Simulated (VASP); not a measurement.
# WSe2 (P6_3/mmc) in VASP: further runs

The runs below take WSe2 through relaxation of shape and atoms at fixed volume, relaxation of cell and atoms, with LDA, PBE+D3(BJ).

Everything below comes from runs of VASP 6.6.1. Logs are shortened: lines on timing, memory, paths and dates and some standing lists are left out, and cuts for length are marked.

## 1. Starting point

It takes space group P6_3/mmc (No. 194, hexagonal). Conventional cell: a = 3.290 Å, b = 3.290 Å, c = 12.970 Å, α = 90.00°, β = 90.00°, γ = 120.00°. W (site symmetry -6m2) has 6 Se at 2.53 Å as nearest neighbours. Around Se (site symmetry 3m) lie 3 W at 2.53 Å.

## 2. Relaxation of shape and atoms at fixed volume, LDA (a relaxed cell with its volume scaled by 1.06)

Contents of INCAR:

```
SYSTEM = WSe2
PREC     = Accurate       ! precision mode
ENCUT    = 600            ! plane-wave cutoff, eV
EDIFF    = 1E-7           ! SCF threshold, eV
ISMEAR   = 0              ! smearing method
SIGMA    = 0.03           ! smearing width, eV
LREAL    = .False.        ! projectors in reciprocal space
LASPH    = .True.         ! aspherical terms in the spheres
NELM     = 80             ! most SCF steps
ALGO     = Normal         ! electronic algorithm
ISIF     = 4              ! what is computed and relaxed
LWAVE    = .False.        ! write WAVECAR
LCHARG   = .False.        ! write CHGCAR
IBRION   = 2              ! ionic algorithm
NSW      = 40             ! ionic steps
EDIFFG   = -0.01          ! ionic threshold
KPAR     = 2
```

Contents of KPOINTS:

```
Automatic mesh
0
Gamma
  9 9 2
  0 0 0
```

Contents of POSCAR:

```
WSe2                                    
1.0
    3.3189466247     -0.0000000000      0.0000000000
   -1.6594733123      2.8742920908     -0.0000000000
    0.0000000000      0.0000000000     13.0737939775
  W               Se            
     2     4
Direct
     0.3333333332999970    0.6666666667000030    0.2500000000000000
     0.6666666667000030    0.3333333332999970    0.7500000000000000
     0.3333333332999970    0.6666666667000030    0.6197343881858570
     0.6666666667000030    0.3333333332999970    0.1197343881858571
     0.3333333332999970    0.6666666667000030    0.8802656118141430
     0.6666666667000030    0.3333333332999970    0.3802656118141429
```

Potentials or basis: VASP PAW LDA potentials, release 64 (W_sv, Se).

Run with:

```bash
> cat potpaw_LDA.64/W_sv/POTCAR potpaw_LDA.64/Se/POTCAR > POTCAR
> mpirun -np 2 vasp_std > vasp.out
```

OUTCAR:

```text
SYSTEM = WSe2
   PREC = Accurate
   ENCUT = 600
   EDIFF = 1E-7
   ISMEAR = 0
   LREAL = .False.
   LASPH = .True.
   NELM = 80
   ISIF = 4
   IBRION = 2
   NSW = 40
   EDIFFG = -0.01

 ion  position               nearest neighbor table
   1  0.333  0.667  0.250-   4 2.56   6 2.56   4 2.56   6 2.56   4 2.56   6 2.56
   2  0.667  0.333  0.750-   3 2.56   5 2.56   3 2.56   5 2.56   3 2.56   5 2.56
   3  0.333  0.667  0.620-   2 2.56   2 2.56   2 2.56
   4  0.667  0.333  0.120-   1 2.56   1 2.56   1 2.56
   5  0.333  0.667  0.880-   2 2.56   2 2.56   2 2.56
   6  0.667  0.333  0.380-   1 2.56   1 2.56   1 2.56

  LATTYP: Found a hexagonal cell.
 ALAT       =     3.3189466247
 C/A-ratio  =     3.9391395692

  Lattice vectors:

 A1 = (   3.3189466247,   0.0000000000,   0.0000000000)
 A2 = (  -1.6594733123,   2.8742920908,   0.0000000000)
 A3 = (   0.0000000000,   0.0000000000,  13.0737939775)

Analysis of symmetry for initial positions (statically):
=====================================================================
 Subroutine PRICEL returns:
 Original cell was already a primitive cell.

 Routine SETGRP: Setting up the symmetry group for a
 hexagonal supercell.

 Subroutine GETGRP returns: Found 24 space group operations
 (whereof 12 operations were pure point group operations)
 out of a pool of 24 trial point group operations.

The static configuration has the point symmetry D_3d.
 The point group associated with its full space group is D_6h.

Analysis of symmetry for dynamics (positions and initial velocities):
=====================================================================
 Subroutine PRICEL returns:
 Original cell was already a primitive cell.

 Routine SETGRP: Setting up the symmetry group for a
 hexagonal supercell.

 Subroutine GETGRP returns: Found 24 space group operations
 (whereof 12 operations were pure point group operations)
 out of a pool of 24 trial point group operations.

The dynamic configuration has the point symmetry D_3d.
 The point group associated with its full space group is D_6h.

 Subroutine INISYM returns: Found 24 space group operations
 (whereof 12 operations are pure point group operations),
 and found     1 'primitive' translations

----------------------------------------------------------------------------------------

                                     Primitive cell

  volume of cell :     124.7191

  direct lattice vectors                    reciprocal lattice vectors
     3.318946625  0.000000000  0.000000000     0.301300416  0.173955877  0.000000000
    -1.659473312  2.874292091  0.000000000     0.000000000  0.347911753  0.000000000
     0.000000000  0.000000000 13.073793977     0.000000000  0.000000000  0.076488891

  length of vectors
     3.318946625  3.318946625 13.073793977     0.347911753  0.347911753  0.076488891

  position of ions in fractional coordinates (direct lattice)
     0.333333333  0.666666667  0.250000000
     0.666666667  0.333333333  0.750000000
     0.333333333  0.666666667  0.619734388
     0.666666667  0.333333333  0.119734388
     0.333333333  0.666666667  0.880265612
     0.666666667  0.333333333  0.380265612

  ion indices of the primitive-cell ions
   primitive index   ion index
                 1           1
                 2           2
                 3           3
                 4           4
                 5           5
                 6           6

----------------------------------------------------------------------------------------

 KPOINTS: Automatic mesh

Automatic generation of k-mesh.
 Grid dimensions read from file:
 generate k-points for:    9    9    2

 Generating k-lattice:

  Cartesian coordinates                     Fractional coordinates (reciprocal lattice)
     0.033477824  0.019328431  0.000000000     0.111111111  0.000000000  0.000000000
     0.000000000  0.038656861  0.000000000     0.000000000  0.111111111  0.000000000
     0.000000000  0.000000000  0.038244445     0.000000000  0.000000000  0.500000000

  Length of vectors
     0.038656861  0.038656861  0.038244445

  Shift w.r.t. Gamma in fractional coordinates (k-lattice)
     0.000000000  0.000000000  0.000000000

 Subroutine IBZKPT returns following result:
 ===========================================

 Found     24 irreducible k-points:

 Following reciprocal coordinates:
            Coordinates               Weight
  0.000000  0.000000  0.000000      1.000000
  0.111111 -0.000000  0.000000      6.000000
  0.222222  0.000000  0.000000      6.000000
  0.333333  0.000000  0.000000      6.000000
  0.444444  0.000000  0.000000      6.000000
  0.111111  0.111111  0.000000      6.000000
[... 16 lines left out ...]
  0.333333  0.222222  0.500000     12.000000
  0.333333  0.333333  0.500000      2.000000
   k-points           NKPTS =     24   k-points in BZ     NKDIM =     24   number of bands    NBANDS=     31
   number of dos      NEDOS =    301   number of ions     NIONS =      6
   total plane-waves  NPLWV =  84672
   dimension x,y,z NGX =    28 NGY =   28 NGZ =  108
   dimension x,y,z NGXF=    56 NGYF=   56 NGZF=  216
   ions per type =               2   4
   NGX,Y,Z   is equivalent  to a cutoff of  14.03, 14.03, 13.73 a.u.
   NGXF,Y,Z  is equivalent  to a cutoff of  28.05, 28.05, 27.47 a.u.
 SYSTEM =  WSe2
   PREC   = accura    normal or accurate (medium, high low for compatibility)
   ISTART =      0    job   : 0-new  1-cont  2-samecut
   ICHARG =      2    charge: 1-file 2-atom 10-const
   ISPIN  =      1    spin polarized calculation?
   LNONCOLLINEAR =      F non collinear calculations
   LSORBIT =      F    spin-orbit coupling
   LASPH  =      T    aspherical Exc in radial PAW
   ENCUT  =  600.0 eV  44.10 Ry    6.64 a.u.   6.63  6.63 26.11*2*pi/ulx,y,z
   NELM   =     80;   NELMIN=  2; NELMDL= -5     # of ELM steps
   EDIFF  = 0.1E-06   stopping-criterion for ELM
   LREAL  =      F    real-space projection
   EDIFFG = -.1E-01   stopping-criterion for IOM
   NSW    =     40    number of steps for IOM
   IBRION =      2    ionic relax: 0-MD 1-quasi-New 2-CG
   NFREE  =      1    steps in history (QN), initial steepest desc. (CG)
   ISIF   =      4    stress and relaxation
   ISYM   =      2    0-nonsym 1-usesym 2-fastsym
   POTIM  = 0.5000    time-step for ionic-motion
   TEBEG  =    0.0;   TEEND  =   0.0 temperature during run
   PSTRESS=    0.0 pullay stress
   NELECT =      52.0000    total number of electrons
   NUPDOWN=      -1.0000    fix difference up-down
   EMIN   =  10.00;   EMAX   =-10.00  energy-range for DOS
   EFERMI =   0.00;   METHOD = LEGACY
   ISMEAR =     0;   SIGMA  =   0.03  broadening in eV -4-tet -1-fermi 0-gaus
   EFERMI_NEDOS =   21; number of points for ismear=-14 and -15
   IALGO  =     38    algorithm
   IMIX   =      4    mixing-type and parameters
     AMIX     =   0.40;   BMIX     =  1.00
     AMIX_MAG =   1.60;   BMIX_MAG =  1.00
  volume/ion in A,a.u.               =      20.79       140.27
  Fermi-wavevector in a.u.,A,eV,Ry     =   1.223015  2.311163 20.351118  1.495765
  Thomas-Fermi vector in A             =   2.358141
   LORBIT       =      0    0 simple, 1 ext, 2 COOP (PROOUT), +10 PAW based schemes
   GGA     = CA    functional components
   LHFCALC =     F    Hartree Fock is set to
   AEXX    =    0.0000 exact exchange contribution
   IVDW    =     0    specifies the selected vdW correction
   LEPSILON=     F    determine dielectric tensor
   LRPA    =     F    only Hartree local field effects (RPA)
 conjugate gradient relaxation of ions
 non-spin polarized calculation
 Gauss-broadening in eV      SIGMA  =   0.03
  energy-cutoff  :      600.00
  volume of cell :      124.72
 maximum number of plane-waves:      4205
 NGX is ok and might be reduce to    28
   NGX = 13   NGY = 13   NGZ = 53

--------------------------------------- Ionic step        1  -------------------------------------------

 number of electron      51.9999998 magnetization

 Free energy of the ion-electron system (eV)
  ---------------------------------------------------
  ext. energy  EPLUGINS =         0.00000000
  ---------------------------------------------------
  free energy    TOTEN  =       -48.31242514 eV

  energy without entropy =      -48.31242514  energy(sigma->0) =      -48.31242514

------------------------ aborting loop because EDIFF is reached ----------------------------------------

  FORCE on cell =-STRESS in cart. coord.  units (eV):
  Direction    XX          YY          ZZ          XY          YZ          ZX
  --------------------------------------------------------------------------------------
  -------------------------------------------------------------------------------------
  Total       -5.7237946     -5.7237946     -6.7815506     -0.0000000      0.0000000      0.0000000
  in kB      -73.5295346    -73.5295346    -87.1177774     -0.0000000      0.0000000      0.0000000
  external PRESSURE =     -78.0589489 kB  Pullay stress =       0.0000000 kB
[... 265 lines left out ...]
  energy  without entropy=      -48.4550765893  energy(sigma->0) =      -48.45507659

--------------------------------------- Ionic step        8  -------------------------------------------

 number of electron      51.9999998 magnetization

 Free energy of the ion-electron system (eV)
  ---------------------------------------------------
  ext. energy  EPLUGINS =         0.00000000
  ---------------------------------------------------
  free energy    TOTEN  =       -48.45524533 eV

  energy without entropy =      -48.45524533  energy(sigma->0) =      -48.45524533

 E-fermi :   5.9340     XC(G=0): -10.8136

 val. band max:        5.8076003483   @ k =   0.0000   0.0000   0.0000
 cond. band min:       7.0052228459   @ k =   0.2222   0.1111   0.0000
 fundamental gap:      1.1976224976
 Fermi energy:         5.9339972569

 k-point     1 :       0.0000    0.0000    0.0000
  band No.  band energies     occupation
      1     -67.9069      2.00000
      2     -67.9069      2.00000
      3     -32.4364      2.00000
      4     -32.4364      2.00000
      5     -32.2800      2.00000
      6     -32.2800      2.00000
[... 838 lines left out ...]
  FREE ENERGIE OF THE ION-ELECTRON SYSTEM (eV)
  ---------------------------------------------------
  free  energy   TOTEN  =       -48.4552453300 eV

  energy  without entropy=      -48.4552453300  energy(sigma->0) =      -48.45524533

 reached required accuracy - stopping structural energy minimisation
```

Run time: 3.1 min. Hardware: 2 MPI ranks of Intel Xeon Platinum 8488C (Sapphire Rapids), shared host; peak memory 0.27 GiB.

Results:

| Property | Result |
| --- | --- |
| Free energy | -48.4552 eV |
| Energy gained by relaxing | 23.8 meV/atom |
| Ionic steps | 8 |
| Pressure after relaxing | -1.4 GPa |
| Band gap on the k mesh | 1.20 eV, indirect (least direct gap 1.60 eV) |

Step by step:
| step | energy change (eV) | largest force (eV/Å) | pressure (GPa) |
| --- | --- | --- | --- |
| 1 | 0.0000 | 0.9125 | -7.81 |
| 2 | -0.0841 | 0.0894 | -4.18 |
| 3 | -0.0841 | 0.0946 | -4.20 |
| 4 | -0.1220 | 0.0375 | -3.05 |
| 5 | -0.1423 | 0.0565 | -1.02 |
| 6 | -0.1426 | 0.0475 | -1.23 |
| 7 | -0.1427 | 0.0375 | -1.60 |
| 8 | -0.1428 | 0.0005 | -1.43 |

Final structure:
```yaml
crystal:
  lattice:
    - [3.27031, 0.00000, 0.00000]
    - [-1.63515, 2.83217, 0.00000]
    - [0.00000, 0.00000, 13.46560]
  atoms:
    - { symbol: W, position: [0.33333, 0.66667, 0.25000] }
    - { symbol: W, position: [0.66667, 0.33333, 0.75000] }
    - { symbol: Se, position: [0.33333, 0.66667, 0.62619] }
    - { symbol: Se, position: [0.66667, 0.33333, 0.12619] }
    - { symbol: Se, position: [0.33333, 0.66667, 0.87381] }
    - { symbol: Se, position: [0.66667, 0.33333, 0.37381] }
```

Levels at points of the mesh, in eV from the valence-band top:
```
           k point  band 22  band 23  band 24  band 25  band 26  band 27  band 28  band 29  band 30  band 31
(0.00, 0.00, 0.00)    -1.38    -1.38    -1.27    -1.02     0.00     2.85     2.85     2.88     2.88     3.00
(0.00, 0.00, 0.50)    -1.39    -1.39    -1.39    -0.25    -0.25     2.86     2.86     2.86     2.86     3.07
```

Caveat: spin-orbit coupling is left out, which moves the levels of the heavy elements; an odd mesh through Γ misses points on the zone boundary, where band edges often lie.

[end of part 1 of 2]
